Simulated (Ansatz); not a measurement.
A (101) slab of Al₂Cu (I4/mcm (No. 140)), 18 planes, outer planes Al (top) and Al (bottom), with 18 atoms (Al12Cu6) in a surface cell of A = 23.061 Å², as cut from the bulk:

```xyz
18
Lattice="4.8771 0.0000 0.0000 1.1948 4.7284 0.0000 0.0000 0.0000 25.0811" Properties=species:S:1:pos:R:3 pbc="T T T"
Al    1.8411    2.6440    7.5000
Cu    4.2797    3.3328    7.8409
Al    4.3501    0.7998    8.1819
Al    1.8197    0.2069    9.3798
Cu    3.0849    2.4023    9.7208
Al    5.5234    3.0912   10.0617
Al    4.3286    0.7831   11.2597
Cu    1.8901    1.4719   11.6006
Al    3.1553    3.6674   11.9415
Al    5.5019    3.0744   13.1395
Cu    0.6953    0.5415   13.4805
Al    3.1338    1.2303   13.8214
Al    3.1338    3.6507   15.0194
Cu    5.5724    4.3395   15.3603
Al    0.7657    1.8065   15.7012
Al    3.1124    1.2136   16.8992
Cu    4.3776    3.4090   17.2401
Al    1.9391    4.0978   17.5811
```

Level of theory: Ansatz, DFT PBEsol, scalar-relativistic, plane waves, PAW. Settings: cutoff 420 eV, Γ-centred mesh 7×7×1 on the computed 18-atom cell, Gaussian smearing of 0.10 eV; no spin polarisation.

Against the same 18 atoms in the bulk, the slab as cut lies 3.995 eV higher and the relaxed slab 3.853 eV higher.

(1) Work out the surface energy before and after relaxation.

(2) What is the ideal work of this cut, per area?

Results:

(1) The slab has two faces, so γ = (E_slab − N·E_bulk)/(2A), the mean of both. As cut: 3.995/(2 × 23.061) = 0.0866 eV/Å², and 1 eV/Å² = 16.02 J/m², so γ = 1.39 J/m². Relaxed: 3.853/(2 × 23.061) = 0.0835 eV/Å² = 1.34 J/m². Relaxation recovers 4 % of the cost of cutting.

(2) Griffith's ideal work is 2γ: 2.78 J/m² if the new faces stay rigid, 2.68 J/m² if they relax. Other cuts parallel to this plane can cost less. One thickness was run, 18 planes, so γ can still shift with it.

Cleaving Al₂Cu between Al-Cu-Al triple layers costs 1.39 J/m² per face, and relaxation lowers this only to 1.34 J/m². The cost is therefore mainly that of the severed bonds. Although both new faces end in Al, the cut does not pass through Al–Al contacts alone: it also severs short Al–Cu contacts and the Cu–Cu contacts of the chains along the tetragonal axis. The small relaxation gain suggests that the conduction electrons screen the cut and smooth the charge at the surface even with the atoms held fixed, leaving only modest forces to drive displacements. The slab as cut is stoichiometric and its two faces are related by inversion, so the mean is also the energy of each individual face, with no dependence on the chemical potentials of Al or Cu. The work of cutting is a thermodynamic threshold for brittle separation, not a measured toughness, which would also include plastic dissipation. Without other orientations for comparison, the result does not identify (101) as the preferred cleavage plane.
